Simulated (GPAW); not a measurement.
Set up this calculation in GPAW 26.7.0, as an ASE script.

- Task: optical spectrum
- Functional: PBEsol
- Potentials or basis: PAW data sets generated in the run's folder for this functional
- Cutoff: 500 eV
- Basis: pw
- k mesh: 10 × 10 × 5
- Occupations: fermi-dirac, width 0.05 eV
- Spin: no spin polarisation
- Eta: 0.1 eV
- Response ecut: 50 eV
- Scissors: 0 eV
- Kernel: RPA
- Maxiter: 150
- Response k mesh: 21 × 21 × 12
- Domega0: 0.05 eV
- Omega2: 10 eV
- Response bands: 31
- Directions: ["x", "z"]
- Intraband: yes

Cu:

```
Cu
1.0
     2.53410    0.00000    0.00000
    -1.26705    2.19459    0.00000
     0.00000    0.00000    4.11257
Cu
2
Direct
  0.66667 0.33333 0.75000
  0.33333 0.66667 0.25000
```

This isn't the form of Cu at room conditions, which is fcc.

The input as run:

run.py

```python
from ase import Atoms
from ase.dft.bandgap import bandgap
from ase.io import write
from gpaw import GPAW, PW, setup_paths
from gpaw.response.df import DielectricFunction

setup_paths.insert(0, '.')

atoms = Atoms(['Cu', 'Cu'],
              cell=[[2.5340966698, 0.0, 0.0],
                    [-1.2670483349, 2.1945920917, 0.0],
                    [0.0, 0.0, 4.112571]],
              scaled_positions=[[0.6666666667, 0.3333333333, 0.75],
                                [0.3333333333, 0.6666666667, 0.25]],
              pbc=True)

calc = GPAW(mode=PW(500),
            xc='PBEsol',
            kpts={'size': (10, 10, 5), 'gamma': True},
            occupations={'name': 'fermi-dirac', 'width': 0.05},
            nbands=23,
            convergence={'density': 1e-06},
            maxiter=150,
            txt='gpaw.txt')
atoms.calc = calc
energy = atoms.get_potential_energy()
calc.write('gs.gpw')
write('result.traj', atoms)
print(f'Energy: {energy:.6f} eV')
print('Fermi level:', round(calc.get_fermi_level(), 4), 'eV')
print(f'Gap: {bandgap(calc)[0]:.4f} eV, direct: {bandgap(calc, direct=True)[0]:.4f} eV')

dense = calc.fixed_density(kpts={'size': (21, 21, 12), 'gamma': True},
                           nbands=37, convergence={'bands': 31, 'eigenstates': 1e-7},
                           update_fermi_level=True, txt='dense.txt')
dense.write('dense.gpw', mode='all')

df = DielectricFunction('dense.gpw', frequencies={'type': 'nonlinear', 'domega0': 0.05, 'omega2': 10},
                        eta=0.1, ecut=50, nbands=31, rate='eta', txt='df.txt')
for direction in ['x', 'z']:
    df.get_dielectric_function(xc='RPA', direction=direction, filename=f'df_{direction}.csv')
```

Potentials or basis: PAW data sets generated in the run's folder for this functional, pw.

Run with:

```console
$ gpaw-setup -f PBEsol Cu
$ OMP_NUM_THREADS=1 python run.py
```

Results of the run:

* Band gap on the k mesh: none (metal or under the smearing width)

Caveat: the intraband term hangs on this k mesh; the long-wavelength limit can be off by several per cent where d states take part; independent-particle spectra lack excitons.

Run time: 3.5 min on 1 thread of Arm Neoverse V2, with other jobs on the host, peak memory 0.5 GiB.
